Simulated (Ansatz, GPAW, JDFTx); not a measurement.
**One calculation of C, 3 ways**

```
C
1.0
     0.00000    1.78337    1.78337
     1.78337    0.00000    1.78337
     1.78337    1.78337    0.00000
C
2
Direct
  0.75000 0.75000 0.75000
  0.50000 0.50000 0.50000
```

Alike in all runs: task equation of state; functional LDA; k mesh 13 × 13 × 13; occupations gaussian, width 0.05 eV; no spin polarisation; no spin-orbit coupling. LDA stands for any of its common fits.

```tsv
program and potentials	plane-wave cutoff (eV)	notes	equilibrium volume (Å³/atom)	bulk modulus (GPa)
GPAW, the program's PAW data sets (release 1.2.1) made for this functional	800	-	5.51	467.7
Ansatz, all-electron LAPW, scalar-relativistic	-	-	5.51	467.6
JDFTx, PseudoDojo-SR-LDA-0.4.1-standard with smoothed tails	1116	-	5.53	465.1
```

The equilibrium volume spans 5.51 (Ansatz, all-electron LAPW, scalar-relativistic) to 5.53 Å³/atom (JDFTx, PseudoDojo-SR-LDA-0.4.1-standard with smoothed tails), with all-electron results at 5.51. The bulk modulus spans 465.1 (JDFTx, PseudoDojo-SR-LDA-0.4.1-standard with smoothed tails) to 467.7 GPa (GPAW, the program's PAW data sets (release 1.2.1) made for this functional), with all-electron results at 467.6.

The functional is the same throughout but for its coding, so the spread measures potentials, basis and numerics; runs on potential files found faulty are left out.
